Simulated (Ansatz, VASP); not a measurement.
**Two plane-wave programs on P**

```
P
1.0
    -1.66865    2.48117    1.83382
     1.66865   -2.48117    1.83382
     1.66865    2.48117   -1.83382
P
2
Direct
  0.69669 0.94669 0.75000
  0.30331 0.05331 0.25000
```

Change from the starting cell: volume scaled by 0.96.

Alike in both runs: task single point; functional PBE; k mesh 11 × 11 × 11; occupations fermi-dirac, width 0.05 eV; no spin polarisation.

|  | VASP | Ansatz |
| --- | --- | --- |
| version | VASP 6.6.1 | Ansatz 0.2.0 |
| potentials or method | VASP PAW PBE potentials, release 64 (P) | Ansatz PAW |
| plane-wave cutoff (eV) | 520 | 420 |
| valence electrons in the cell | 10 | 10 |

Ansatz gave:

```
gap on the k mesh at the Fermi level (eV)       : none
pressure (GPa)                                  : 7.3
largest component of the traceless stress (GPa) : 2.21
rms of the force components (eV/Å)              : 0.398
```

**Question.** What did VASP give for the same quantities?

**Answer.** gap on the k mesh at the Fermi level (eV): none; pressure (GPa): 7.0; largest component of the traceless stress (GPa): 2.02; rms of the force components (eV/Å): 0.365.

Atom by atom the forces differ by 0.034 eV/Å (rms over components). A gap of «none» marks a metal or a gap that the smearing closes.
